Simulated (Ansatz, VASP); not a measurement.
CdTe: VASP beside Ansatz

Contents of POSCAR:

```
CdTe
1.0
    0.0000000000      3.2447842872      3.2447842872
    3.2447842872      0.0000000000      3.2447842872
    3.2447842872      3.2447842872      0.0000000000
Cd Te
1 1
Direct
    0.0000000000      0.0000000000      0.0000000000
    0.2500000000      0.2500000000      0.2500000000
```

The input INCAR.step1:

```
SYSTEM = CdTe
PREC = Accurate ; ENCUT = 520
ISMEAR = 0 ; SIGMA = 0.02
LREAL = .FALSE. ; LASPH = .TRUE.
NELM = 60 ; NBANDS = 16
GGA = PE ; ALGO = Normal
EDIFF = 1E-4 ; LWAVE = .TRUE.
LCHARG = .FALSE.
```

INCAR.step2

```
SYSTEM = CdTe
PREC = Accurate ; ENCUT = 520
EDIFF = 1E-6 ; ISMEAR = 0
SIGMA = 0.02 ; LREAL = .FALSE.
LASPH = .TRUE. ; NELM = 60
ALGO = Normal ; ISIF = 2
LWAVE = .FALSE. ; LCHARG = .TRUE.
METAGGA = R2SCAN ; LMIXTAU = .TRUE.
LELF = .TRUE. ; LVHAR = .TRUE.
NBANDS = 16 ; ISTART = 1
```

Contents of KPOINTS:

```
Automatic mesh
0
G
  8 8 8
  0 0 0
```

Input for Ansatz:

```yaml
crystal:
  lattice:
    - [0.0, 3.2447842872, 3.2447842872]
    - [3.2447842872, 0.0, 3.2447842872]
    - [3.2447842872, 3.2447842872, 0.0]
  atoms:
    - { symbol: Cd, position: [0.0, 0.0, 0.0] }
    - { symbol: Te, position: [0.25, 0.25, 0.25] }
basis:
  ecutwfc: 500
kpoints:
  mp_grid: { grid: [8, 8, 8] }
hamiltonian:
  xc: r2scan
scf:
  occupations: { method: gaussian, width: 0.02 }
output:
  forces: true
  stress: true
  eigenvalues: true
```

Alike in both runs: task single point; functional r2SCAN; k mesh 8 × 8 × 8; occupations gaussian, width 0.02 eV; no spin polarisation.

```csv
,VASP,Ansatz
version,VASP 6.6.1,Ansatz 0.2.0
potentials or method,"VASP PAW PBE potentials, release 64 (Cd, Te)","scalar-relativistic, plane waves, PAW"
plane-wave cutoff (eV),520,500
valence electrons in the cell,18,36
```

|  | VASP | Ansatz | Ansatz less VASP |
| --- | --- | --- | --- |
| gap on the k mesh at the Fermi level (eV) | 1.26 | 1.27 | +0.006 |
| least direct gap on the mesh (eV) | 1.26 | 1.27 | +0.006 |
| pressure (GPa) | 1.5 | 1.4 | -0.13 |

With one functional, cell and mesh, what is left measures potentials, basis and numerics. The two sets of potentials don't hold the same shells in valence.

Caveats: the PAW data sets were made with another functional, which shifts forces and pressure a little (VASP); spin-orbit coupling is left out, which moves the levels of the heavy elements. r2SCAN opens gaps a little over a GGA but as a rule still falls short of measured ones.
